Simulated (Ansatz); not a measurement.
# PbS (Galena) (Fm-3m) in Ansatz: further runs

Runs on PbS (Galena). Level: PBE. Tasks: elastic constants, Born charges and dielectric tensor.

Everything below comes from runs of Ansatz 0.2.0. Logs are shortened: lines on timing, memory, paths and dates and some standing lists are left out, and cuts for length are marked.

**What was measured.**

A printed reference work, monograph reports, for a bulk crystal of PbS at 300 K: high-frequency dielectric constant 17.2.

The results are compared with them further down.

**1. The crystal as given**

Symmetry: Fm-3m, No. 225, cubic system. Conventional cell: a = 5.931 Å, b = 5.931 Å, c = 5.931 Å, α = 90.00°, β = 90.00°, γ = 90.00°. Around Pb (site symmetry m-3m) lie 6 S at 2.97 Å. S (site symmetry m-3m) has 6 Pb at 2.97 Å as nearest neighbours.

**2. Elastic constants, PBE**

Input file input.yaml:

```yaml
crystal:
  lattice:
    - [0.0, 2.96575, 2.96575]
    - [2.96575, 0.0, 2.96575]
    - [2.96575, 2.96575, 0.0]
  atoms:
    - { symbol: Pb, position: [0.0, 0.0, 0.0] }
    - { symbol: S, position: [0.5, 0.5, 0.5] }
hamiltonian:
  xc: pbe
  pseudopotentials: { kind: paw }
kpoints:
  mp_grid: { grid: [6, 6, 6] }
scf:
  occupations: { method: fixed }
output:
  forces: true
  stress: true
elastic:
  mode: relaxed_ion
  stencil: two_point
```

Potentials or basis: Ansatz PAW.

The run is started by

```bash
$ ansatz run input.yaml --threads 2 --pin off --max-ram 5632MiB --backend cpu --events-out ev --progress --plain --runs-dir out
```

Log:

```text
Warning: RAYON_NUM_THREADS=2 ignored (pool sized by the plan → 2); use --threads N
Engine: ansatz 0.2.0, aarch64-unknown-linux-gnu
Pseudopotentials: kind: paw
Pseudopotential: Pb, paw, valence charge 14, recommended cutoff 420 eV (normal), Pb.paw.azcp
Pseudopotential: S, paw, valence charge 6, recommended cutoff 420 eV (normal), S.paw.azcp
Functional definition: PBE
  parameter kappa = 0.804
  parameter beta = 0.06672455060314922
  exchange = pbe_x(kappa = kappa, mu = beta*pi^2/3)
  correlation = pbe_c(beta = beta)
Crystal: 2 atoms, lattice volume = 52.172 Å³
Basis set: ecut = 420 eV, 965 PW (Γ), exchange–correlation on 60×60×60 points (8 copies of the dense FFT grid, shifted against one another)
Bands: 14, of which v1, the nominal top of the filled ones, is band 10 counted from 1 (9 counted from 0)
Symmetry: 48 space group operations
Space group: Fm-3m (ITA 225), of the structure as read, at distance tolerance 3.7e-5 Å
k-points: 16 of 216
Non-local potential: Pb, projectors of the file, l = 0: 2, l = 1: 2, l = 2: 2, l = 3: 2
Non-local potential: S, projectors of the file, l = 0: 2, l = 1: 2, l = 2: 2
PAW form: soft (Blöchl's): semilocal exchange-correlation on the pseudo side does not see the compensation charge
PAW one-centre angular grid: Pb, 590 points (default); XC on 64 Gauss nodes
PAW one-centre angular grid: S, 110 points (default); XC on 64 Gauss nodes
Initial density: superposition of atomic densities (neutral atoms: chi_scale 0, normalization atom), corrected by the library's trained network
Initial wavefunctions: pseudopotential atomic-orbital guess
Functional: x = pbe(κ = 0.804, μ = 0.2195149727645171), c = pbe(β = 0.06672455060314922)
SCF iter   1: F=—  HF=-12809.560582 eV  |F-HF|=—  |Δ(HF+E_count)|=         —  Δρ=8.40e-4  dr2=5.22e-4  ethr=1.77e-3  ⟨swp⟩=4.8  Hψ=1098  notcnv=0  defer=23
preconditioner: auto → none  [insulator: Δε(μ)=0.364 eV  Ē_g=15.468 eV  n_scr=14 (ndim 8)  ℏωp=23.0 eV  f_vac=0.000  ε∞_Penn≈3.2]
SCF iter   2: F=—  HF=-12809.559185 eV  |F-HF|=—  |Δ(HF+E_count)|=   1.40e-3  Δρ=5.17e-4  dr2=1.19e-4  ethr=2.61e-6  ⟨swp⟩=2.3  Hψ=556  notcnv=0  defer=27
SCF iter   3: F=—  HF=-12809.559174 eV  |F-HF|=—  |Δ(HF+E_count)|=   1.13e-5  Δρ=2.45e-4  dr2=1.61e-5  ethr=5.94e-7  ⟨swp⟩=2.3  Hψ=290  notcnv=0  defer=22
SCF iter   4: F=—  HF=-12809.559207 eV  |F-HF|=—  |Δ(HF+E_count)|=   3.37e-5  Δρ=1.60e-4  dr2=1.78e-5  ethr=8.05e-8  ⟨swp⟩=2.0  Hψ=395  notcnv=0  defer=22
SCF iter   5: F=—  HF=-12809.559197 eV  |F-HF|=—  |Δ(HF+E_count)|=   1.04e-5  Δρ=4.81e-5  dr2=1.51e-6  ethr=8.05e-8  ⟨swp⟩=2.0  Hψ=372  notcnv=0  defer=5
SCF iter   6: F=—  HF=-12809.559199 eV  |F-HF|=—  |Δ(HF+E_count)|=   2.41e-6  Δρ=1.70e-5  dr2=1.97e-7  ethr=7.54e-9  ⟨swp⟩=2.1  Hψ=323  notcnv=0  defer=2
SCF iter   7: F=—  HF=-12809.559199 eV  |F-HF|=—  |Δ(HF+E_count)|=   9.68e-8  Δρ=3.91e-6  dr2=1.02e-8  ethr=9.87e-10  ⟨swp⟩=2.1  Hψ=342  notcnv=0  defer=2
SCF iter   8: F=—  HF=-12809.559199 eV  |F-HF|=—  |Δ(HF+E_count)|=   4.41e-9  Δρ=6.24e-7  dr2=2.39e-10  ethr=5.11e-11  ⟨swp⟩=2.0  Hψ=378  notcnv=0  defer=2
SCF iter   9: F=—  HF=-12809.559199 eV  |F-HF|=—  |Δ(HF+E_count)|=  1.11e-10  Δρ=1.50e-7  dr2=1.54e-11  ethr=1.19e-12  ⟨swp⟩=2.1  Hψ=347  notcnv=0  defer=2
SCF iter  10: F=-12809.559199 eV  HF=-12809.559199 eV  |F-HF|=3.64e-12  |Δ(HF+E_count)|=  1.64e-11  Δρ=4.99e-9  dr2=1.28e-14  ethr=1.00e-12  ⟨swp⟩=5.7  Hψ=1397  notcnv=0
[... 47 lines left out ...]
SCF 5 converged in 5 iterations: F = -12809.559188 eV  dr2 = 1.01e-14
SCF converged after 10 iterations
Free energy (F): -12809.559199 eV
Harris-Foulkes:  -12809.559199 eV  (|F-HF|=3.64e-12)
Internal energy: -12809.559199 eV  (E = F + TS)
E sigma→0 (E₀):  -12809.559199 eV
Fermi energy:    8.454116 eV
--- Per-component energies (eV) ---
  E_band       = -55.223595
  E_kinetic    = 393.728301
  E_local      = -1221.430696  (includes V_loc(G=0)·N_el)
  E_nonlocal   = 378.545392
  E_hartree    = 474.942566
  E_xc         = -318.614540
  E_vxc        = -220.599579  (∫ρ·V_xc dr)
  E_paw        = -11003.373871  (= ΣΔE_a)
  E_vpaw       = -335.352195  (= ΣTr[D̂ρ^β])
  E_aug_tail   = 0.000052  (compensation charges beyond the density's cutoff)
  E_ewald      = -1513.356403
  E_smearing   = -0.000000  (= −TS)
  E_closure    = 0.000000  (closes the sum)
  Σ components = -12809.559199   (vs F -12809.559199, Δ=0.00e0)
--- Forces (eV/Å), atoms counted from 1 ---
  atom   1  Pb    -0.00000000     0.00000000    -0.00000000
  atom   2  S      0.00000000    -0.00000000     0.00000000
  max |Σ_I F_I| component: 7.92e-30 eV/Å
--- Stress (GPa, compression-positive) ---
        2.207313       0.000000      -0.000000
        0.000000       2.207313       0.000000
       -0.000000      -0.000000       2.207313
  P = ⅓ Tr σ = 2.2073 GPa (22.073 kbar)
--- Band table (eV; the first three rows and the last of 16) ---
  k-point 0: bands = ["-8.3795", "-8.3795", "-8.3795", "-8.3637", "-8.3637", "-5.1502", "2.4227", "6.2722", "6.2722", "6.2722", "13.6655", "13.6655", "13.6655", "15.1486"]
  k-point 1: bands = ["-8.3784", "-8.3774", "-8.3774", "-8.3622", "-8.3622", "-4.9169", "1.6715", "6.3460", "6.3460", "6.8254", "11.8643", "12.4642", "12.4642", "15.1145"]
  k-point 2: bands = ["-8.3902", "-8.3902", "-8.3768", "-8.3419", "-8.3419", "-4.3258", "0.3283", "6.5362", "6.5362", "7.7174", "9.9229", "11.0043", "11.0043", "15.8101"]
  k-point 15: bands = ["-8.4870", "-8.3844", "-8.3547", "-8.3412", "-8.3186", "-3.4504", "0.6702", "3.6156", "4.4750", "6.6435", "11.6124", "12.6993", "13.5460", "15.3203"]
--- Elastic constants: 2 strain directions × 2 members + reference (group order 48) ---
  dense FFT box of the reference and of every strained cell: 30×30×30
  strains applied: 11, 23; error gains: componentwise 1.00 (the most a stress slope's error grows in a printed constant), spectral 1.73 (1 for all six strains in a standard setting)
  C = ∂σ_k/∂η_j (tension-positive GPa; Voigt order 11 22 33 23 13 12):
       150.234     18.190     18.190     -0.000     -0.000      0.000
        18.190    150.234     18.190      0.000      0.000      0.000
        18.190     18.190    150.234      0.000      0.000      0.000
         0.000      0.000      0.000     19.745     -0.000      0.000
        -0.000      0.000      0.000     -0.000     19.745      0.000
         0.000     -0.000      0.000     -0.000     -0.000     19.745
  reference stress σ⁰ (GPa):     -2.207     -2.207     -2.207      0.000      0.000     -0.000
  C* (energy form; C + prestress term) asymmetry max|C*_kj − C*_jk| = 5.329e-15 GPa — a small one proves nothing (zero by symmetry where the batch's group is 432, −43m or m−3m); a large one is finite-difference/SCF noise where every solve meets its electron count
  moduli (Voigt/Reuss/Hill, GPa): K = 62.20/62.20/62.20   G = 38.26/27.44/32.85   E = 83.79   ν = 0.275
  mechanically stable: yes (min eigenvalue of sym C = 19.74 GPa)
  strain η (Voigt 11):  stress-route row diagonal C_11 = 150.23 GPa, energy-path curvature d²(F+E_count+ΔE)/dδ²/Ω₀ = 150.21 GPa
         δ    σ_11 (GPa)             F (eV)   n_scf  n_hpsi   n_pw
    -2.000e-3      -2.5116      -12809.5576629       8    8235   1032   relax 0 steps, max|allowed force component| 4.93e-31 eV/Å
     2.000e-3      -1.9106      -12809.5605430       5    6422   1034   relax 0 steps, max|allowed force component| 3.94e-30 eV/Å
  strain η (Voigt 23):  stress-route row diagonal C_44 = 19.74 GPa, energy-path curvature d²(F+E_count+ΔE)/dδ²/Ω₀ = 20.84 GPa
         δ    σ_23 (GPa)             F (eV)   n_scf  n_hpsi   n_pw
    -2.000e-3      -0.0395      -12809.5591879       8   13533   1034   relax 0 steps, max|allowed force component| 1.38e-29 eV/Å
     2.000e-3       0.0395      -12809.5591879       5    9614   1034   relax 0 steps, max|allowed force component| 4.44e-31 eV/Å
```

elastic.tsv:

```text
# convention: tension-positive GPa; Voigt order 11 22 33 23 13 12; engineering shear strains; stresses and constants hold the Pulay correction, whose part of sigma0, of c and of each member's stress the lines and columns named pulay_correction_..._gpa give (of c_energy it is that of c and, on the columns of strains 1 to 3, that of sigma0; of a layer's constants it is that of c in the plane, times a tenth of its plane spacing in ang); where a line pulay_correction_withheld stands none holds it
[... 15 lines left out ...]
6	9.3132221354e-31	-8.3271442545e-31	1.7516230804e-46	-3.1554436209e-30	-2.7020130773e-47	1.9744982683e1	-1.3896667098e-16	-1.3896667098e-16	-1.3896667098e-16	-3.1554436209e-30	-2.7020130773e-47	1.9744982683e1	1.2789075628e-32	-1.2644636485e-32	-9.6296497219e-35	-6.7407548054e-34	7.7037197775e-34	8.6258901230e-3
```

elastic_members.tsv:

```text
# convention: tension-positive GPa; Voigt order 11 22 33 23 13 12; engineering shear strains; stresses and constants hold the Pulay correction, whose part of sigma0, of c and of each member's stress the lines and columns named pulay_correction_..._gpa give (of c_energy it is that of c and, on the columns of strains 1 to 3, that of sigma0; of a layer's constants it is that of c in the plane, times a tenth of its plane spacing in ang); where a line pulay_correction_withheld stands none holds it
[... 10 lines left out ...]
3	2.0000000000e-3	-2.2072357462e0	-2.2073420168e0	-2.2073420168e0	3.9489969547e-2	0.0000000000e0	-1.7370833873e-17	-1.2809559188e4	-1.2809559188e4	5	9614	1034	0	4.4373425919e-31	0.0000000000e0	-1.6190118411e-2	-1.6173501000e-2	-1.6173501000e-2	1.7251876838e-5	8.4818524770e-21	5.3011577981e-22	-1.6633948451e-6	0.0000000000e0
```

It took 3.3 s on 2 threads of Arm Neoverse V2, shared host; peak memory 0.34 GiB.

What came out:

| Item | Value |
| --- | --- |
| Free energy | -12809.5592 eV |
| Pressure | 2.2 GPa |
| Band gap on the k mesh | 0.36 eV, direct |
| Elastic constants C11, C12, C44 | 150, 18, 20 GPa |
| Voigt bulk modulus | 62 GPa |

Elastic tensor in Voigt notation (GPa, in the Cartesian axes of the cell as first typed):
```
150  18  18   0   0   0
 18 150  18   0   0   0
 18  18 150   0   0   0
  0   0   0  20   0   0
  0   0   0   0  20   0
  0   0   0   0   0  20
```

Caveat: spin-orbit coupling is left out, which as a rule narrows the gap of such compounds by several tenths of an eV. A k mesh can miss the band edges.

**3. Born charges and dielectric tensor, PBE**

input.yaml, as its differences from that of step 2:

```diff
@@ -12,3 +12,3 @@
 kpoints:
-  mp_grid: { grid: [6, 6, 6] }
+  mp_grid: { grid: [8, 8, 8] }
 scf:
@@ -16,6 +16,4 @@
 output:
-  forces: true
-  stress: true
-elastic:
-  mode: relaxed_ion
-  stencil: two_point
+  eigenvalues: true
+dielectric:
+  method: response
```

Potentials or basis: Ansatz PAW.

The run is started by

```bash
$ ansatz run input.yaml --threads 2 --pin off --max-ram 5632MiB --backend cpu --events-out ev --progress --plain --runs-dir out
```

Log:

```text
Warning: RAYON_NUM_THREADS=2 ignored (pool sized by the plan → 2); use --threads N
[... 9 set-up lines as earlier in the session ...]
Crystal: 2 atoms, lattice volume = 52.172 Å³
Basis set: ecut = 420 eV, 965 PW (Γ), exchange–correlation on 60×60×60 points (8 copies of the dense FFT grid, shifted against one another)
Bands: 14, of which v1, the nominal top of the filled ones, is band 10 counted from 1 (9 counted from 0)
[... 1 set-up line as earlier in the session ...]
k-points: 59 of 512 (irreducible under 8 space group operations, time reversal used)
[... 8 set-up lines as earlier in the session ...]
SCF iter   1: F=—  HF=-12809.559093 eV  |F-HF|=—  |Δ(HF+E_count)|=         —  Δρ=9.44e-4  dr2=7.23e-4  ethr=1.77e-3  ⟨swp⟩=4.9  Hψ=4055  notcnv=0  defer=98
preconditioner: auto → none  [insulator: Δε(μ)=0.364 eV  Ē_g=15.461 eV  n_scr=14 (ndim 8)  ℏωp=23.0 eV  f_vac=0.000  ε∞_Penn≈3.2]
SCF iter   2: F=—  HF=-12809.557669 eV  |F-HF|=—  |Δ(HF+E_count)|=   1.42e-3  Δρ=5.75e-4  dr2=1.72e-4  ethr=3.62e-6  ⟨swp⟩=2.3  Hψ=2056  notcnv=0  defer=109
SCF iter   3: F=—  HF=-12809.557643 eV  |F-HF|=—  |Δ(HF+E_count)|=   2.65e-5  Δρ=2.58e-4  dr2=1.77e-5  ethr=8.59e-7  ⟨swp⟩=2.1  Hψ=1041  notcnv=0  defer=101
SCF iter   4: F=—  HF=-12809.557674 eV  |F-HF|=—  |Δ(HF+E_count)|=   3.13e-5  Δρ=1.54e-4  dr2=1.50e-5  ethr=8.86e-8  ⟨swp⟩=2.0  Hψ=1453  notcnv=0  defer=86
SCF iter   5: F=—  HF=-12809.557671 eV  |F-HF|=—  |Δ(HF+E_count)|=   2.71e-6  Δρ=5.07e-5  dr2=1.63e-6  ethr=7.49e-8  ⟨swp⟩=2.1  Hψ=1314  notcnv=0  defer=28
SCF iter   6: F=—  HF=-12809.557667 eV  |F-HF|=—  |Δ(HF+E_count)|=   4.45e-6  Δρ=1.27e-5  dr2=1.09e-7  ethr=8.16e-9  ⟨swp⟩=2.5  Hψ=1405  notcnv=0  defer=15
SCF iter   7: F=—  HF=-12809.557667 eV  |F-HF|=—  |Δ(HF+E_count)|=   4.49e-8  Δρ=1.91e-6  dr2=2.57e-9  ethr=5.45e-10  ⟨swp⟩=2.0  Hψ=1411  notcnv=0  defer=15
SCF iter   8: F=—  HF=-12809.557667 eV  |F-HF|=—  |Δ(HF+E_count)|=  9.91e-10  Δρ=6.26e-7  dr2=2.48e-10  ethr=1.28e-11  ⟨swp⟩=2.3  Hψ=1431  notcnv=0  defer=15
SCF iter   9: F=-12809.557667 eV  HF=-12809.557667 eV  |F-HF|=1.46e-11  |Δ(HF+E_count)|=  1.07e-10  Δρ=1.61e-7  dr2=1.74e-11  ethr=1.00e-12  ⟨swp⟩=4.5  Hψ=3134  notcnv=0
SCF 1 converged in 9 iterations: F = -12809.557667 eV  dr2 = 1.74e-11
DFPT response loops at Γ: preconditioner auto → none (the input reference at scf.mixing.eps_inf says where Resta's filter doesn't serve); β = 0.50; Broyden in place of MSR1
── the response to a field inside a basis, on 10×10×10 k-points: an SCF that follows is theirs, and a resumed run solves both again ──
Bands: 11, of which v1, the nominal top of the filled ones, is band 10 counted from 1 (9 counted from 0)
k-points: 110
Initial density: handed on by an earlier stage of this run
Initial wavefunctions: pseudopotential atomic-orbital guess (no wavefunctions were taken with the density)
Eigensolver: Dense (110 Hₖ)
SCF iter   1: F=—  HF=-12809.555133 eV  |F-HF|=—  |Δ(HF+E_count)|=         —  Δρ=8.99e-5  dr2=2.03e-6  ethr=1.00e-1
preconditioner: auto → none  [insulator: Δε(μ)=0.405 eV  Ē_g=13.491 eV  n_scr=14 (ndim 8)  ℏωp=23.0 eV  f_vac=0.000  ε∞_Penn≈3.9]
SCF iter   2: F=—  HF=-12809.555134 eV  |F-HF|=—  |Δ(HF+E_count)|=   5.69e-7  Δρ=4.01e-5  dr2=3.66e-7  ethr=1.01e-8
SCF iter   3: F=-12809.555134 eV  HF=-12809.555134 eV  |F-HF|=1.17e-7  |Δ(HF+E_count)|=   1.28e-7  Δρ=2.44e-5  dr2=6.17e-8  ethr=1.83e-9
SCF 1 converged in 3 iterations: F = -12809.555134 eV  dr2 = 6.17e-8
DFPT response loops at Γ: mixed as the last ones told, above
SCF converged after 9 iterations
Free energy (F): -12809.557667 eV
Harris-Foulkes:  -12809.557667 eV  (|F-HF|=1.46e-11)
Internal energy: -12809.557667 eV  (E = F + TS)
E sigma→0 (E₀):  -12809.557667 eV
Fermi energy:    8.456141 eV
--- Per-component energies (eV) ---
  E_band       = -55.210890
  E_kinetic    = 393.744784
  E_local      = -1221.450582  (includes V_loc(G=0)·N_el)
  E_nonlocal   = 378.544563
  E_hartree    = 474.953543
  E_xc         = -318.621216
  E_vxc        = -220.607877  (∫ρ·V_xc dr)
  E_paw        = -11003.372408  (= ΣΔE_a)
  E_vpaw       = -335.348764  (= ΣTr[D̂ρ^β])
  E_aug_tail   = 0.000052  (compensation charges beyond the density's cutoff)
  E_ewald      = -1513.356403
  E_smearing   = -0.000000  (= −TS)
  E_closure    = 0.000000  (closes the sum)
  Σ components = -12809.557667   (vs F -12809.557667, Δ=0.00e0)
--- Band table (eV; the first three rows and the last of 59) ---
  k-point 0: bands = ["-8.3803", "-8.3803", "-8.3803", "-8.3644", "-8.3644", "-5.1479", "2.4237", "6.2747", "6.2747", "6.2747", "13.6655", "13.6655", "13.6655", "15.1495"]
  k-point 1: bands = ["-8.3796", "-8.3775", "-8.3775", "-8.3651", "-8.3651", "-5.0149", "1.9690", "6.3165", "6.3165", "6.6164", "12.4366", "12.8774", "12.8774", "15.1194"]
  k-point 2: bands = ["-8.3839", "-8.3839", "-8.3783", "-8.3535", "-8.3535", "-4.6454", "0.9963", "6.4352", "6.4352", "7.2813", "10.8067", "11.6648", "11.6648", "15.3049"]
  k-point 58: bands = ["-8.4749", "-8.3639", "-8.3639", "-8.3631", "-8.3194", "-3.4369", "0.5140", "4.0215", "4.0215", "7.4235", "10.6391", "13.1104", "13.1104", "16.5995"]
--- Dielectric response (ions clamped): 3 representative field directions + reference, inside a basis on a mesh of 1000 k-points (Σ response iterations 15) ---
  ε∞ (high-frequency dielectric tensor):
       17.175888    -0.000000     0.000000
       -0.000000    17.175888     0.000000
        0.000000     0.000000    17.175888
  Born effective charges Z* (e; rows j = field, columns β = displacement):
    site 0:
         4.41983    0.00000   -0.00000
        -0.00000    4.41983    0.00000
         0.00000   -0.00000    4.41983
    site 1:
        -4.41983   -0.00000    0.00000
         0.00000   -4.41983   -0.00000
        -0.00000    0.00000   -4.41983
  Z* charge neutrality: 2.991e-3 e pre-enforcement
  solved inside a basis spanned on kpoints, on 10×10×10 k-points transformed towards the longest dipole: ε∞ is read to err by 6.7e-2, Z* by 2.8e-2 e (field_mesh: kpoints solves on kpoints); Z* is corrected for what the basis lacks
```

It took 18 s on 2 threads of Arm Neoverse V2, shared host; peak memory 0.56 GiB.

What came out:

* Free energy: -12809.5577 eV
* Band gap on the k mesh: 0.36 eV, direct
* Electronic dielectric tensor (diagonal): 17.18
* Born charges (mean of the diagonal): Pb +4.42; S -4.42 e

Electronic dielectric tensor:
```
17.18  0.00  0.00
 0.00 17.18  0.00
 0.00  0.00 17.18
```

Born effective charge tensors (e):
atom 1, Pb
```
4.42 0.00 0.00
0.00 4.42 0.00
0.00 0.00 4.42
```
atom 2, S
```
-4.42  0.00  0.00
 0.00 -4.42  0.00
 0.00  0.00 -4.42
```

Caveat: the gap is small at this level, which inflates the dielectric constant; spin-orbit coupling is left out, which as a rule narrows the gap of such compounds by several tenths of an eV.

**4. How close it comes**

Step 3. Measured high-frequency dielectric constant of PbS: 17.2 (300 K; a printed reference work, monograph). This calculation gives 17.18 (-0.1 %). That is within the rounding of the quoted value.
